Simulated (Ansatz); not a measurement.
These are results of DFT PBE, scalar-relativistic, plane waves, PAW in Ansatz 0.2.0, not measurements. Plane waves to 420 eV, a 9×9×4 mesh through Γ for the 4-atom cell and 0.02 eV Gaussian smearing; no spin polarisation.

The zero of energy is the elements' standard structures at the same level (O₂ as a molecule); no fitted shifts are applied. The references include grey tin.

Question: Give a relaxed trial structure of a hexagonal semiconductor with formula SnO, with a gap near 1.5 eV, a formation energy near −0.95 eV/atom and about 23 Å³ per atom, in a cell of 4 atoms. Its symmetry should be P6_3mc (No. 186).

Answer: SnO, space group P6_3mc (No. 186). Sn has 3 O at 2.20 Å; O is surrounded by 3 Sn at 2.20 Å.

```cif
data_structure
_symmetry_space_group_name_H-M 'P6_3mc'
_symmetry_Int_Tables_number 186
_cell_length_a 3.3604
_cell_length_b 3.3604
_cell_length_c 9.2160
_cell_angle_alpha 90.000
_cell_angle_beta 90.000
_cell_angle_gamma 120.000
_cell_volume 90.13
loop_
_atom_site_label
_atom_site_type_symbol
_atom_site_symmetry_multiplicity
_atom_site_Wyckoff_symbol
_atom_site_fract_x
_atom_site_fract_y
_atom_site_fract_z
_atom_site_occupancy
Sn1 Sn 2 b 0.33333 0.66667 0.38013 1
O1 O 2 b 0.33333 0.66667 0.99300 1
```

- Volume per atom: 22.5 Å³
- Density: 5.0 g/cm³
- Energy over the elements: −0.949 eV/atom
- Gap on the 9×9×4 mesh of the 4-atom cell: 1.49 eV

It was reached by relaxing an invented guess, and it needn't be the stable form of this composition. The answer needn't be unique; the calculation gave this one.

No dispersion correction is applied, so the spacing and binding between layers, chains or molecules are poorly described. Kohn–Sham gaps at this level usually fall short of measured ones. Symmetry constrained the relaxation, so the result can be a saddle point.
